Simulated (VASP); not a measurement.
# Al (Im-3m) in VASP: notebook

The runs below take Al through single point, with PBEsol.

All numbers are computed with VASP 6.6.1; they aren't measurements. Logs are shortened: lines on timing, memory, paths and dates and some standing lists are left out, and cuts for length are marked.

**1. Starting point**

Symmetry: Im-3m, No. 229, cubic system. Conventional cell: a = 3.182 Å, b = 3.182 Å, c = 3.182 Å, α = 90.00°, β = 90.00°, γ = 90.00°. Around Al (site symmetry m-3m) lie 8 Al at 2.76 Å.

This isn't the form of Al at room conditions, which is fcc.

**2. Single point, PBEsol**

Contents of INCAR:

```
ADDGRID = F
ALGO = Normal
EDIFF = 1E-7
ENCUT = 400
GGA = PS
ISIF = 2
ISMEAR = 1
LASPH = T
LCHARG = F
LREAL = F
LWAVE = F
NELM = 100
PREC = Normal
SIGMA = 0.15
```

Contents of KPOINTS:

```
k-points
0
Gamma
  10 10 10
```

Contents of POSCAR:

```
Al
1.0
   -1.5912186900      1.5912186900      1.5912186900
    1.5912186900     -1.5912186900      1.5912186900
    1.5912186900      1.5912186900     -1.5912186900
Al
1
Direct
    0.0000000000      0.0000000000      0.0000000000
```

Potentials or basis: VASP PAW PBE potentials, release 64 (Al).

Run with:

```
$ cat potpaw_PBE.64/Al/POTCAR > POTCAR
$ mpirun -np 1 vasp_std > vasp.out
```

OUTCAR:

```text
EDIFF = 1E-7
   ENCUT = 400
   GGA = PS
   ISIF = 2
   ISMEAR = 1
   LASPH = T
   LREAL = F
   NELM = 100
   PREC = Normal

 Found     47 irreducible k-points:

 Following reciprocal coordinates:
            Coordinates               Weight
  0.000000  0.000000  0.000000      1.000000
  0.100000  0.000000  0.000000     12.000000
  0.200000  0.000000  0.000000     12.000000
  0.300000  0.000000  0.000000     12.000000
  0.400000  0.000000  0.000000     12.000000
  0.500000  0.000000  0.000000      6.000000
   k-points           NKPTS =     47   k-points in BZ     NKDIM =     47   number of bands    NBANDS=      5
   number of dos      NEDOS =    301   number of ions     NIONS =      1
   total plane-waves  NPLWV =   2744
   dimension x,y,z NGX =    14 NGY =   14 NGZ =   14
   dimension x,y,z NGXF=    28 NGYF=   28 NGZF=   28
   ions per type =               1
   NGX,Y,Z   is equivalent  to a cutoff of   8.44,  8.44,  8.44 a.u.
   NGXF,Y,Z  is equivalent  to a cutoff of  16.89, 16.89, 16.89 a.u.
 SYSTEM =  unknown system
   PREC   = normal    normal or accurate (medium, high low for compatibility)
   ISTART =      0    job   : 0-new  1-cont  2-samecut
   ICHARG =      2    charge: 1-file 2-atom 10-const
   ISPIN  =      1    spin polarized calculation?
   LNONCOLLINEAR =      F non collinear calculations
   LSORBIT =      F    spin-orbit coupling
   LASPH  =      T    aspherical Exc in radial PAW
   ENCUT  =  400.0 eV  29.40 Ry    5.42 a.u.   4.49  4.49  4.49*2*pi/ulx,y,z
   NELM   =    100;   NELMIN=  2; NELMDL= -5     # of ELM steps
   EDIFF  = 0.1E-06   stopping-criterion for ELM
   LREAL  =      F    real-space projection
   EDIFFG = 0.1E-05   stopping-criterion for IOM
   NSW    =      0    number of steps for IOM
   IBRION =     -1    ionic relax: 0-MD 1-quasi-New 2-CG
   NFREE  =      0    steps in history (QN), initial steepest desc. (CG)
   ISIF   =      2    stress and relaxation
   ISYM   =      2    0-nonsym 1-usesym 2-fastsym
   POTIM  = 0.5000    time-step for ionic-motion
   TEBEG  =    0.0;   TEEND  =   0.0 temperature during run
   PSTRESS=    0.0 pullay stress
   NELECT =       3.0000    total number of electrons
   NUPDOWN=      -1.0000    fix difference up-down
   EMIN   =  10.00;   EMAX   =-10.00  energy-range for DOS
   EFERMI =   0.00;   METHOD = LEGACY
   ISMEAR =     1;   SIGMA  =   0.15  broadening in eV -4-tet -1-fermi 0-gaus
   EFERMI_NEDOS =   21; number of points for ismear=-14 and -15
   IALGO  =     38    algorithm
   IMIX   =      4    mixing-type and parameters
     AMIX     =   0.40;   BMIX     =  1.00
     AMIX_MAG =   1.60;   BMIX_MAG =  1.00
  volume/ion in A,a.u.               =      16.12       108.75
  Fermi-wavevector in a.u.,A,eV,Ry     =   0.934757  1.766435 11.888371  0.873771
  Thomas-Fermi vector in A             =   2.061595
   LORBIT       =      0    0 simple, 1 ext, 2 COOP (PROOUT), +10 PAW based schemes
   GGA     = PS    functional components
   LHFCALC =     F    Hartree Fock is set to
   AEXX    =    0.0000 exact exchange contribution
   IVDW    =     0    specifies the selected vdW correction
   LEPSILON=     F    determine dielectric tensor
   LRPA    =     F    only Hartree local field effects (RPA)
 non-spin polarized calculation
 Methfessel and Paxton  Order N= 1 SIGMA  =   0.15
  energy-cutoff  :      400.00
  volume of cell :       16.12
 maximum number of plane-waves:       321
   NGX =  9   NGY =  9   NGZ =  9

 number of electron       3.0000000 magnetization

 Free energy of the ion-electron system (eV)
  ---------------------------------------------------
  ext. energy  EPLUGINS =         0.00000000
  ---------------------------------------------------
  free energy    TOTEN  =        -4.00392332 eV

  energy without entropy =       -4.00349163  energy(sigma->0) =       -4.00377942

 E-fermi :   8.1626     XC(G=0): -10.3463

 val. band max:        8.1143338598   @ k =   0.5000   0.5000   0.4000
 cond. band min:       8.1797520685   @ k =  -0.4000   0.4000   0.2000
 fundamental gap:      0.0654182088
 Fermi energy:         8.1625833811

 k-point     1 :       0.0000    0.0000    0.0000
  band No.  band energies     occupation
      1      -3.0909      2.00000
      2      21.5873      0.00000
      3      21.5873      0.00000
      4      21.5873      0.00000
      5      23.2299      0.00000

 k-point     2 :       0.1000    0.0000    0.0000
  band No.  band energies     occupation
      1      -2.7988      2.00000
      2      18.7587      0.00000
      3      20.1502      0.00000
      4      20.5598      0.00000
      5      22.1296      0.00000

 k-point     3 :       0.2000    0.0000    0.0000
  band No.  band energies     occupation
      1      -1.9261      2.00000
      2      14.5794      0.00000
      3      18.5819      0.00000
      4      18.9267      0.00000
      5      20.5506      0.00000

 k-point     4 :       0.3000    0.0000    0.0000
  band No.  band energies     occupation
      1      -0.4839      2.00000
      2      10.6296     -0.00000
      3      17.4452      0.00000
      4      17.6094      0.00000
      5      19.3299      0.00000

 k-point     5 :       0.4000    0.0000    0.0000
  band No.  band energies     occupation
      1       1.5089      2.00000
      2       7.1108      2.00000
      3      16.7639      0.00000
      4      16.7900      0.00000
      5      18.5829      0.00000

 k-point     6 :       0.5000    0.0000    0.0000
  band No.  band energies     occupation
      1       3.7926      2.00000
      2       4.3163      2.00000
      3      16.5132      0.00000
      4      16.5371      0.00000
      5      18.3325      0.00000

 [... further k-points ...]

------------------------ aborting loop because EDIFF is reached ----------------------------------------

  FORCE on cell =-STRESS in cart. coord.  units (eV):
  Direction    XX          YY          ZZ          XY          YZ          ZX
  --------------------------------------------------------------------------------------
  -------------------------------------------------------------------------------------
  Total        0.2824662      0.2824662      0.2824662      0.0000000      0.0000000     -0.0000000
  in kB       28.0819649     28.0819649     28.0819649      0.0000000      0.0000000     -0.0000000
  external PRESSURE =      28.0819649 kB  Pullay stress =       0.0000000 kB

 VOLUME and BASIS-vectors are now :
 -----------------------------------------------------------------------------
  energy-cutoff  :      400.00
  volume of cell :       16.12
      direct lattice vectors                 reciprocal lattice vectors
    -1.591218690  1.591218690  1.591218690     0.000000000  0.314224565  0.314224565
     1.591218690 -1.591218690  1.591218690     0.314224565  0.000000000  0.314224565
     1.591218690  1.591218690 -1.591218690     0.314224565  0.314224565  0.000000000

 POSITION                                       TOTAL-FORCE (eV/Angst)
 -----------------------------------------------------------------------------------
      0.00000      0.00000      0.00000         0.000000      0.000000     -0.000000
 -----------------------------------------------------------------------------------
    total drift:                               -0.000000     -0.000000     -0.000000

  FREE ENERGIE OF THE ION-ELECTRON SYSTEM (eV)
  ---------------------------------------------------
  free  energy   TOTEN  =        -4.0039233164 eV

  energy  without entropy=       -4.0034916347  energy(sigma->0) =       -4.00377942
```

It took 6 s on 1 thread of Intel Xeon Platinum 8375C at 2.90GHz (Ice Lake), shared host; peak memory 0.1 GiB.

These settings aren't checked as converged: the numbers below hold their error.

What came out:

| Item | Value |
| --- | --- |
| Free energy | -4.0039 eV |
| Pressure | 2.8 GPa |
| Band gap on the k mesh | none (metal or under the smearing width) |

Caveat: the PAW data sets were made with another functional, which shifts forces and pressure a little.

**3. Single point, PBEsol**

INCAR is that of step 2.

KPOINTS is that of step 2.

Contents of POSCAR:

```
Al
1.0
   -1.5505220000      1.6151010000      1.5901740000
    1.5972310000     -1.6159030000      1.6376860000
    1.5218560000      1.5872370000     -1.5909760000
Al
1
Direct
   -0.0427450000     -0.0166940000     -0.0578530000
```

Potentials or basis: VASP PAW PBE potentials, release 64 (Al).

Run with:

```
$ cat potpaw_PBE.64/Al/POTCAR > POTCAR
$ mpirun -np 1 vasp_std > vasp.out
```

Run time: 9.8 s. Hardware: 1 thread of Intel Xeon Platinum 8375C at 2.90GHz (Ice Lake), shared host; peak memory 0.12 GiB.

These settings aren't checked as converged: the numbers below hold their error.

Results:

```yaml
Free_energy: -3.9962 eV
Pressure: 2.8 GPa
Band_gap_on_the_k_mesh: none (metal or under the smearing width)
```

Caveat: the PAW data sets were made with another functional, which shifts forces and pressure a little.

**4. Single point, PBEsol**

INCAR: that of step 3 with these lines changed.

```diff
@@ -9,6 +9,6 @@
 LCHARG = F
-LREAL = F
+LREAL = Auto
 LWAVE = F
 NELM = 100
-PREC = Normal
+PREC = Accurate
 SIGMA = 0.15
```

KPOINTS is that of step 3.

Contents of POSCAR:

```
Al
1.0
   -1.5912186900      1.5912186900      1.5912186900
    1.5912186900     -1.5912186900      1.5912186900
    1.5912186900      1.5912186900     -1.5912186900
Al
1
Direct
    0.0000000000      0.0000000000      0.0000000000
```

Run with:

```
$ cat potpaw_PBE.64/Al/POTCAR > POTCAR
$ mpirun -np 1 vasp_std > vasp.out
```

It used 4.4 s of CPU time on 1 thread of Intel(R) Xeon(R) Platinum 8375C CPU @ 2.90GHz (Ice Lake), with other jobs on the host, which was overloaded at the time.

These settings aren't checked as converged: the numbers below hold their error.

What came out:

| Item | Value |
| --- | --- |
| Free energy | -4.0043 eV |
| Pressure | 2.8 GPa |
| Band gap on the k mesh | none (metal or under the smearing width) |

Caveat: the PAW data sets were made with another functional, which shifts forces and pressure a little.

**5. For comparison**

An earlier run on the cell as given: functional PBEsol; potentials or basis VASP PAW PBE potentials, release 64 (Al); cutoff 520 eV; k mesh 12 × 12 × 12; occupations fermi-dirac, width 0.05 eV; no spin polarisation.

* Pressure: 2.3 GPa
* Band gap on the k mesh: none (metal or under the smearing width)
